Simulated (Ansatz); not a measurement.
**Eigenvalues along a path: Rb (omega type)**

```
Rb
1.0
     6.20557    0.00000    0.00000
    -3.10279    5.37418    0.00000
     0.00000    0.00000    3.70763
Rb
3
Direct
  0.00000 0.00000 0.00000
  0.33333 0.66667 0.50000
  0.66667 0.33333 0.50000
```

The cell comes from a relaxation on PAW files under the same functional, begun from a prototype that needn't be the stable phase.

All numbers are PBE results (scalar-relativistic) from Ansatz 0.2.0, with a Γ-centred 5×5×7 k mesh, Fermi–Dirac smearing of 0.05 eV, no spin polarisation. Methods: LAPW: all electrons, basis error target 1 meV/atom.

This run: volume at 0.45 of the series' base cell.

Path points, in fractions of the reciprocal vectors: Γ (0.000, 0.000, 0.000), M (0.500, 0.000, 0.000), K (0.333, 0.333, 0.000), A (0.000, 0.000, 0.500), L (0.500, 0.000, 0.500), H (0.333, 0.333, 0.500). Levels in eV from the Fermi level; bands 19 to 33, counted from the lowest band of the run. The gap is zero, the pressure 8.74 GPa.

```
# k(1/Å) point b19 b20 b21 b22 b23 b24 b25 b26 b27 b28 b29 b30 b31 b32 b33
0.000 Γ -13.59 -13.59 -13.31 -13.31 -12.91 -12.70 -12.70 -12.69 -12.65 -2.99 0.67 1.56 1.56 1.60 1.60
0.146 - -13.64 -13.62 -13.25 -13.23 -12.90 -12.76 -12.71 -12.70 -12.66 -2.85 0.55 1.03 1.51 1.55 1.75
0.292 - -13.73 -13.62 -13.12 -13.09 -12.92 -12.87 -12.75 -12.71 -12.67 -2.45 0.16 0.37 1.58 1.64 1.95
0.438 - -13.79 -13.55 -13.13 -13.00 -12.96 -12.83 -12.80 -12.74 -12.68 -1.86 -0.42 -0.16 1.81 1.98 2.12
0.585 M -13.81 -13.46 -13.27 -12.92 -12.92 -12.86 -12.80 -12.77 -12.69 -1.19 -1.11 -0.32 2.05 2.26 2.38
0.669 - -13.80 -13.47 -13.28 -12.91 -12.91 -12.86 -12.80 -12.77 -12.69 -1.18 -1.09 -0.35 2.05 2.21 2.39
0.753 - -13.76 -13.50 -13.34 -12.90 -12.89 -12.84 -12.79 -12.77 -12.70 -1.14 -1.04 -0.44 2.06 2.11 2.34
0.838 - -13.72 -13.51 -13.40 -12.89 -12.88 -12.83 -12.78 -12.76 -12.71 -1.06 -0.95 -0.60 2.02 2.10 2.27
0.922 K -13.70 -13.47 -13.47 -12.88 -12.88 -12.82 -12.77 -12.77 -12.71 -0.98 -0.82 -0.82 2.01 2.17 2.17
1.091 - -13.72 -13.59 -13.26 -12.93 -12.93 -12.81 -12.80 -12.75 -12.70 -1.57 -0.54 -0.42 1.96 1.97 2.20
1.260 - -13.72 -13.64 -13.06 -13.06 -12.99 -12.86 -12.75 -12.72 -12.68 -2.29 0.01 0.18 1.69 1.78 1.86
1.428 - -13.65 -13.63 -13.22 -13.22 -12.89 -12.78 -12.72 -12.70 -12.66 -2.81 0.51 0.93 1.48 1.65 1.71
1.597 Γ -13.59 -13.59 -13.31 -13.31 -12.91 -12.70 -12.70 -12.69 -12.65 -2.99 0.67 1.56 1.56 1.60 1.60
1.809 - -13.58 -13.58 -13.28 -13.28 -13.03 -12.80 -12.79 -12.71 -12.71 -2.70 1.00 1.37 1.37 1.52 1.52
2.021 - -13.53 -13.53 -13.31 -13.18 -13.18 -13.10 -13.06 -12.74 -12.74 -1.93 0.90 0.90 1.30 1.30 1.59
2.233 - -13.57 -13.48 -13.48 -13.39 -13.30 -13.06 -13.06 -12.80 -12.80 -0.88 0.45 0.45 1.05 1.05 1.33
2.444 A -13.67 -13.51 -13.46 -13.46 -13.40 -12.97 -12.97 -12.86 -12.86 0.14 0.27 0.27 0.45 0.94 0.94
2.591 - -13.67 -13.53 -13.47 -13.44 -13.41 -12.97 -12.96 -12.86 -12.85 0.07 0.27 0.31 0.46 0.98 1.14
2.737 - -13.68 -13.60 -13.50 -13.44 -13.35 -12.97 -12.92 -12.88 -12.82 0.03 0.08 0.40 0.75 1.11 1.51
2.883 - -13.68 -13.66 -13.52 -13.48 -13.23 -12.97 -12.93 -12.88 -12.79 -0.12 0.14 0.51 1.14 1.25 1.80
3.029 L -13.69 -13.67 -13.53 -13.49 -13.14 -13.00 -12.97 -12.87 -12.78 -0.19 0.23 0.55 1.32 1.35 1.89
3.113 - -13.72 -13.67 -13.50 -13.49 -13.14 -13.01 -12.97 -12.87 -12.78 -0.23 0.28 0.62 1.30 1.32 1.88
3.198 - -13.76 -13.65 -13.53 -13.40 -13.16 -13.05 -12.95 -12.88 -12.76 -0.30 0.40 0.76 1.23 1.26 1.82
3.282 - -13.79 -13.63 -13.56 -13.31 -13.18 -13.11 -12.93 -12.89 -12.75 -0.36 0.60 0.93 1.08 1.17 1.74
3.366 H -13.80 -13.60 -13.60 -13.25 -13.17 -13.17 -12.91 -12.91 -12.75 -0.38 0.84 0.84 1.07 1.07 1.72
3.535 - -13.76 -13.65 -13.52 -13.32 -13.29 -13.01 -12.94 -12.89 -12.76 -0.29 0.35 0.84 1.09 1.25 1.73
3.704 - -13.68 -13.66 -13.46 -13.40 -13.39 -12.96 -12.92 -12.90 -12.80 -0.04 0.07 0.58 0.78 1.18 1.58
3.873 - -13.67 -13.55 -13.46 -13.44 -13.41 -12.97 -12.95 -12.86 -12.84 0.05 0.23 0.36 0.48 1.00 1.19
4.041 A -13.67 -13.51 -13.46 -13.46 -13.40 -12.97 -12.97 -12.86 -12.86 0.14 0.27 0.27 0.45 0.94 0.94
```
